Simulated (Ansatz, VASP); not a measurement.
# One calculation of Sb, two programs

```xyz
1
Lattice="3.0388 0.0000 0.0000 0.0000 3.0388 0.0000 0.0000 0.0000 3.0388" Properties=species:S:1:pos:R:3 pbc="T T T"
Sb    0.0000    0.0000    0.0000
```

This isn't the form of Sb at room conditions, which is rhombohedral.

Alike in both runs: task single point; functional LDA; k mesh 10 × 10 × 10; occupations fermi-dirac, width 0.08 eV; no spin polarisation.

|  | VASP | Ansatz |
| --- | --- | --- |
| version | VASP 6.6.1 | Ansatz 0.2.0 |
| potentials or method | VASP PAW LDA potentials, release 64 (Sb), cutoff 520 eV | all-electron LAPW, scalar-relativistic |

VASP gave:

| Item | Value |
| --- | --- |
| pressure (GPa) | 0.2 |

Problem. What did Ansatz give for the same quantities?

Solution. Pressure (GPa): 0.0.

Ansatz ran all-electron here, so the differences hold the error of VASP's frozen core and of both bases. Ansatz warned: «optics_on_partly_filled_bands».

The runs have no spin-orbit coupling, so splittings on Sb are missing.
